When four calculations, run in three programs, agree on a band gap to within 0.09 eV, it is natural to trust the result to about that margin. LDA, LDA-VWN, PBE and RPBE do agree in this way for boron arsenide. The band gap is the energy between the highest filled and the lowest empty electron level, and for this crystal it has been measured.

Band gaps of boron arsenide (BAs, F-43m) from Kohn–Sham DFT with semilocal and hybrid functionals, in one fixed cell without spin polarisation or spin–orbit coupling. All runs use Fermi–Dirac smearing of 0.05 eV. The gaps are taken between the band edges found on the k mesh, except for TASK, where the gap is read along a band path. The basis column gives the plane-wave cutoff or, for SIESTA, the set of numerical atomic orbitals.

```csv
method,rung,program,potentials,basis,k mesh,gap (eV),computed less measured (eV)
LDA,LDA,Ansatz,PseudoDojo LDA,1088 eV,10x10x10 2-atom cell,1.140,-0.880
LDA-VWN,LDA,ABINIT,JTH PAW LDA v2.0,408 eV,10x10x10 2-atom cell,1.132,-0.888
AM05,GGA,SIESTA,PseudoDojo 0.4 standard NC,DZP,10x10x10 2-atom cell,1.416,-0.604
PBE,GGA,DFTK,cp2k.nc.sr.pbe.v0_1.semicore.gth,762 eV,10x10x10 2-atom cell,1.174,-0.846
RPBE,GGA,ABINIT,JTH PAW PBE v2.0 sp,408 eV,10x10x10 2-atom cell,1.220,-0.800
TASK,meta-GGA,DFTK,cp2k.nc.sr.pbe.v0_1.largecore.gth,980 eV,9x9x9 2-atom cell,1.440,-0.580
r2SCAN,meta-GGA,ABINIT,JTH PAW LDA v2.0 sp,490 eV,10x10x10 2-atom cell,1.371,-0.649
r2SCAN50,hybrid,Ansatz,Ansatz PAW,500 eV,5x5x5 2-atom cell,3.918,1.898
r2SCANh,hybrid,Ansatz,Ansatz PAW,500 eV,5x5x5 2-atom cell,1.858,-0.162
```

The measured gap is 2.02 eV, and the four calculations fall short of it by 0.85 eV on average. That is almost ten times the spread among them. The column "computed less measured" shows the same fault more widely: it is negative in all seven rows without exact exchange, by 29 to 44 % of the measured gap. It is positive only for r2SCAN50. An error that keeps its sign while functional, program and potentials change points to something that the calculations have in common.

**What the agreement measures**

LDA and the GGAs build the exchange energy at each point from the electron density there, with or without its gradient. Exchange is the part of the electron repulsion that arises because electrons are identical. Going from LDA to PBE or RPBE changes the recipe but keeps this local assumption. The small spread therefore tells how little the gap depends on the choice among these four recipes, and leaves the cost of the assumption itself untouched. One label in the table misleads: the PBE potential is named "semicore", yet its arsenic has only five valence electrons, so the 3d shell is kept in the core.

The helium atom shows what the assumption costs. An electron that belongs to the atom feels the repulsion of one other electron, whereas an added electron would feel two. Exact exchange, also called Fock exchange, keeps this difference, because it removes the repulsion of a filled orbital with itself and does no such service for an empty one. The potential of LDA or a GGA is the same for both and removes the repulsion of an orbital with itself only in part, so the filled level lies too high and the distance to the level of an added electron is too small.

The analogy holds only in part. In a crystal each orbital spreads over many cells, and its repulsion with itself becomes negligible. What remains is exchange with all the filled states together, which lowers the top of the filled bands more than the bottom of the empty ones. With one potential common to all electrons, as in LDA or a GGA, much of this difference is missing from the orbital gap. In the exact theory it returns as a jump of the potential when an electron is added.

The meta-GGAs TASK and r2SCAN also use the kinetic energy density of the orbitals, which lets them treat different orbitals somewhat differently. Theory thus allows them to regain part of the gap, and both lie above LDA, PBE and RPBE. Both were run with potentials made for another functional, however, which may account for some of the difference. The r2SCAN gap still falls 0.65 eV short of the measured one. AM05 reaches a similar gap without this ingredient, but it is the only run with a small local-orbital basis. Such a basis can push empty levels up, a possible cause that has not been tested here.

**How the gap follows exact exchange**

A hybrid functional replaces a fraction of the semilocal exchange by exact exchange. If the orbitals hardly change, each level shifts in proportion to that fraction, and so does the difference between two levels. This gives a straight line,

$$E_g(a) = E_g(0) + s\,a ,$$

where $E_g$ is the gap, $a$ the percentage of exact exchange and $s$ the rise of the gap per percentage point.

The hybrids r2SCANh and r2SCAN50 hold 10 and 50 % of exact exchange and share program, potentials, cutoff and mesh. These two rows alone fix the slope:

$$s = \frac{3.918-1.858}{50-10}\ \text{eV} = 0.0515\ \text{eV per percentage point}.$$

Each further tenth of exact exchange thus opens the gap by about half an electronvolt. That is several times the whole spread among LDA, LDA-VWN, PBE and RPBE.

The line can be tested at its other end, where no exact exchange is left:

$$E_g(0) = 1.858 - 10\times 0.0515 = 1.343\ \text{eV}.$$

The r2SCAN row, which took no part in fixing the line, has 1.371 eV. The two agree to 0.03 eV although program, potentials and mesh differ. Some of this closeness may be luck. A k mesh can miss the band edge and then gives too large a gap: for TASK the mesh value lies 0.055 eV above the one from the band path, and the hybrids have the coarsest mesh of all. In addition, the r2SCAN run uses potentials made for LDA, and its total energy is positive, unlike that of every other run, for a reason that is not known. The same construction for the direct gap, in which the electron keeps its crystal momentum, comes within 0.06 eV of r2SCAN, as the output below the text shows. The numbers thus support exact exchange as the main lever on the gap. The two hybrid runs share cell, program and potentials, so their band edges can be compared as well: from r2SCANh to r2SCAN50 the top of the filled bands falls and the bottom of the empty ones rises, by similar amounts.

The slope is less certain than this agreement suggests. Exact exchange reaches far in space and converges slowly with the k mesh, and both hybrids were run on a coarse one. An error of this kind grows with the amount of exact exchange. It would tilt the line and leave its end at zero almost in place, so the test with r2SCAN would not reveal it.

**Why half is too much**

More exact exchange cures the shortfall and then creates the opposite error. With 50 %, the computed gap is 1.94 times the measured one. In helium there is little else that could respond to a missing or added electron, and full exchange serves well. In a crystal the surrounding electrons shift and weaken the interaction, which is called screening.

At long range, screening reduces the interaction roughly to the inverse of the dielectric constant. In many semiconductors this constant is of the order of ten. If that holds here, roughly a tenth of the exact exchange should survive. This would explain why r2SCANh, with 10 %, comes within 0.16 eV of the measured gap while r2SCAN50 misses it by 1.90 eV. By the same reasoning, a crystal that screens more weakly calls for a larger fraction, and one that screens more strongly for a smaller one.

The line through the hybrids meets the measured gap at about 13 % of exact exchange, but this is no calibrated setting. The measurement was made at 300 K and holds the vibrations of the atoms and spin–orbit coupling, both of which lower the gap. The calculations leave them out, so a sound one should land somewhat above 2.02 eV. The true electronic error of r2SCANh, and of every row with a smaller gap, is therefore larger than the table shows.

For practical work, the reliability of a computed gap should not be judged by exchanging one semilocal functional for another, since these can agree closely and share one large error. A better test is to change the amount of exact exchange and see how far the gap moves. Where it moves by half an electronvolt for each tenth, as here, the chosen fraction largely decides the answer and needs a reason of its own, such as the screening of the material.

Output of the analysis:

```
Gaps and errors by row:
       row  exact exchange in %  gap in eV  error in % of measured  direct gap in eV
       LDA                    0       1.14                  -43.56             3.265
   LDA-VWN                    0      1.132                  -43.96             3.252
      AM05                    0      1.416                   -29.9             3.387
       PBE                    0      1.174                  -41.88              3.28
      RPBE                    0       1.22                   -39.6             3.313
      TASK                    0       1.44                  -28.71             3.388
    r2SCAN                    0      1.371                  -32.13              3.47
  r2SCAN50                   50      3.918                   93.96             6.345
   r2SCANh                   10      1.858                   -8.02             3.998
Measured gap in eV: 2.02
Smallest semilocal shortfall in eV: 0.58
Largest semilocal shortfall in eV: 0.888
Spread of LDA, LDA-VWN, PBE and RPBE in eV: 0.088
Mean shortfall of these four rows in eV: 0.8535
Mean shortfall over spread of these four rows: 9.699
LDA less LDA-VWN in eV: 0.008
AM05 less PBE in eV: 0.242
r2SCAN less RPBE, both in ABINIT, in eV: 0.151
TASK mesh gap less printed gap in eV: 0.055
Rise of gap per 10 percentage points of exact exchange in eV: 0.515
Hybrid line taken back to zero exchange in eV: 1.343
r2SCAN less hybrid line at zero in eV: 0.028
Rise of direct gap per 10 percentage points in eV: 0.5867
Direct gap of hybrid line at zero exchange in eV: 3.411
r2SCAN direct gap less hybrid line at zero in eV: 0.05875
Exact exchange where hybrid line meets measured gap in %: 13.15
r2SCAN50 gap over measured gap: 1.94
```
